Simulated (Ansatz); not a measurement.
# C: the cost of one run

Program: Ansatz 0.2.0. Level of theory: DFT PBE, scalar-relativistic, plane waves, PAW. These are calculated values, not measurements.

7 further runs of the same task are left out: 7 set aside as unsound or not needed.

## 1. The starting structure

The structure is hexagonal, space group P6/mmm (No. 191). Conventional cell: a = 2.456 Å, b = 2.456 Å, c = 8.524 Å, α = 90.00°, β = 90.00°, γ = 120.00°. C (site symmetry -6m2) is surrounded by 3 C at 1.42 Å.

Structure file:

```xyz
2
Lattice="2.4562 0.0000 0.0000 -1.2281 2.1271 0.0000 0.0000 0.0000 8.5238" Properties=species:S:1:pos:R:3 pbc="T T T"
C     0.0000    1.4181    0.0000
C     1.2281    0.7090    0.0000
```

Source of the structure: the Materials Project (structure only).

## 7. Plan of the scan

Atoms count from 1 in the order of the input.

C is moved over the surface cell; relaxed at each place: the height of the adsorbate's atoms; substrate rigid; the origin of the map has the adsorbate above C11.

- position of C13 along the first surface vector, from above C11: 4 values from 0.00 to 0.75, periodic
- position of C13 along the second surface vector, from above C11: 4 values from 0.00 to 0.75, periodic

Relaxed at each point: the height of the adsorbate's atoms; substrate rigid. Points are written as (first, second).

The two vectors of the plane (Å): (2.466, 0.000, 0.000); (-1.233, 8.786, 0.000).

(The set-up runs are not shown.)

## 8. Point (0/4, 0/4) of the map's two axes

File input.yaml:

```yaml
crystal:
  lattice:
    - [4.9326910637, 0.0, 0.0]
    - [-1.2331727659, 8.7858796705, 0.0]
    - [0.0, 0.0, 20.2907137603]
  atoms:
    - { symbol: C, position: [0.0197005045, 0.078802018, 0.1971345142] }
    - { symbol: C, position: [0.5197005045, 0.078802018, 0.1971345142] }
    - { symbol: C, position: [0.2746256306, 0.0985025225, 0.2311704236] }
    - { symbol: C, position: [0.7746256306, 0.0985025225, 0.2311704236] }
    - { symbol: C, position: [0.2844758829, 0.1379035315, 0.2992422423] }
    - { symbol: C, position: [0.7844758829, 0.1379035315, 0.2992422423] }
    - { symbol: C, position: [0.0392967055, 0.1571967531, 0.3324023561] }
    - { symbol: C, position: [0.5392967055, 0.1571967531, 0.3324023561] }
    - { symbol: C, position: [0.0496769843, 0.1987214031, 0.4035397279] }
    - { symbol: C, position: [0.5496769843, 0.1987214031, 0.4035397279] }
    - { symbol: C, position: [0.3040736562, 0.2163109382, 0.4332382717] }
    - { symbol: C, position: [0.8040736562, 0.2163109382, 0.4332382717] }
    - { symbol: C, position: [0.3040736562, 0.2163109382, 0.5081493871] }
basis:
  ecutwfc: 420
kpoints:
  mp_grid: { grid: [6, 3, 1] }
hamiltonian:
  xc: pbe
  pseudopotentials: { kind: paw, azcp: { folder: soft_1 } }
scf:
  occupations: { method: gaussian, width: 0.1 }
output:
  forces: true
  eigenvalues: true
relax:
  adjacent_minimum: "off"
  f_tol: 0.025
  max_steps: 16
  constraints:
    - { sites: [0, 1, 2, 3, 4, 5, 6, 7, 8, 9, 10, 11] }
    - { sites: [12], fix: xy }
efield:
  axis: 3
  dipole_correction: true
  ramp_width: 0.04
```

Launch:

```bash
> ansatz run input.yaml --threads 4 --pin off --max-ram 12288MiB --backend cpu --events-out ev --progress --plain --runs-dir out
```

**Question.** How long does this run take on 4 threads of AMD EPYC 7R43 (Zen 3), shared host, and how much memory does it need?

About 56 s, with a peak of 1.3 GiB.
